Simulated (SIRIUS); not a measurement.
## AlN under changes of volume

One of the cells (10.660 Å³/atom); the others are scaled copies at fixed shape and fractional positions:

```
CELL_PARAMETERS angstrom
3.13362 0.00000 0.00000
-1.56681 2.71379 0.00000
0.00000 0.00000 5.01399
ATOMIC_POSITIONS crystal
Al 0.66667 0.33333 0.50000
Al 0.33333 0.66667 0.00000
N 0.66667 0.33333 0.88000
N 0.33333 0.66667 0.38000
```

| Item | Value |
| --- | --- |
| Program | SIRIUS 7.10.0 |
| Functional | PBEsol |
| Potentials or basis | PseudoDojo 0.4.1 PBEsol standard (scalar relativistic) |
| Cutoff | 1152 eV |
| Density cutoff | 4606 eV |
| k mesh | 10 × 10 × 6 |
| Occupations | fermi-dirac, width 0.05 eV |
| Spin | no spin polarisation |

| volume (Å³/atom) | energy over the lowest point (meV/atom) | pressure (GPa) | gap on the mesh (eV) | largest force (eV/Å) |
| --- | --- | --- | --- | --- |
| 9.824 | 24.39 | 14.2 | 4.69 | 0.182 |
| 10.033 | 9.25 | 9.1 | 4.50 | 0.164 |
| 10.242 | 0.52 | 4.4 | 4.31 | 0.148 |
| 10.660 | 0.00 | -3.7 | 3.96 | 0.117 |
| 10.869 | ? | ? | ? | ? |
| 11.078 | 18.66 | -10.4 | 3.64 | 0.091 |

Question: What does the run at 10.869 Å³/atom give?

Answer: Energy over the lowest point 7.16 meV/atom; pressure -7.2 GPa; gap on the mesh 3.80 eV; largest force 0.104 eV/Å.

Worked out: A Birch-Murnaghan fit of order 3 (a polynomial in V^(-2/3)) to the other rows has its minimum at 10.46 Å³/atom with B0 = V·E''(V) = 202 GPa and B' = 3.9 at fixed shape and positions, which overstates the stiffness. It gives 7.16 meV/atom at 10.869 Å³/atom, against the run's 7.16, and -dE/dV = -7.2 GPa, against -7.2. A straight line through the other rows of the gap, of slope -8.75 eV per unit of ln V, gives 3.80 eV, against the run's 3.80.

Energies are extrapolated to zero smearing.

A mesh can miss the band edges.
